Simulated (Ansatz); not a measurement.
# Ta (Im-3m), random displacements

These are results of DFT PBE, scalar-relativistic, plane waves, PAW in Ansatz 0.2.0, not measurements. The runs took a 420 eV cutoff, a Γ-centred 10×10×10 mesh and Gaussian smearing (0.15 eV). Spin–orbit coupling is left out, which can shift energies with elements as heavy as these. No spin polarisation. Energies are free energies at this smearing, counted from the undisturbed cell; pressure is positive in compression.

The undisturbed cell (as given, not relaxed at this level):

```
CELL_PARAMETERS angstrom
-3.30256 -3.30256 3.30256
-3.30256 3.30256 -3.30256
3.30256 -3.30256 -3.30256
ATOMIC_POSITIONS crystal
Ta 0.50000 0.50000 0.50000
Ta 0.00000 0.50000 0.50000
Ta 0.50000 0.00000 0.50000
Ta 0.00000 0.00000 0.50000
Ta 0.50000 0.50000 0.00000
Ta 0.00000 0.50000 0.00000
Ta 0.50000 0.00000 0.00000
Ta 0.00000 0.00000 0.00000
```

The atoms are displaced (Å, in the unstrained cell):

```csv
atom,ux,uy,uz
Ta1,0.290,-0.200,-0.211
Ta2,-0.033,0.048,-0.077
Ta3,-0.235,-0.191,0.038
Ta4,-0.087,0.076,-0.037
Ta5,-0.208,-0.042,0.075
Ta6,0.289,-0.056,0.008
Ta7,-0.028,0.129,0.029
Ta8,0.012,0.236,0.176
```

Strain (Voigt, engineering shear): (-0.0839, -0.0222, 0.0311, 0.1055, -0.1159, 0.0291).

**Question.** What are the energy change, the stress and the forces?

**Answer.** ΔE = 832.3 meV/atom; stress (xx, yy, zz, yz, xz, xy; compression positive) (47.85, 41.37, 36.32, -9.70, 11.18, -3.66) GPa.
| atom | Fx (eV/Å) | Fy | Fz |
| --- | --- | --- | --- |
| Ta1 | -3.23 | 4.89 | 4.19 |
| Ta2 | 0.80 | 0.72 | -0.45 |
| Ta3 | 3.98 | 3.25 | 1.31 |
| Ta4 | -0.49 | -0.52 | 2.11 |
| Ta5 | 3.93 | -0.69 | -4.68 |
| Ta6 | -5.91 | -1.23 | -1.32 |
| Ta7 | 1.35 | -1.74 | -0.46 |
| Ta8 | -0.43 | -4.68 | -0.70 |

Cost: 1 run of about 7.6 core-minutes, on Oxide Virtual Turin-like Processor (Zen 5) (shared hosts).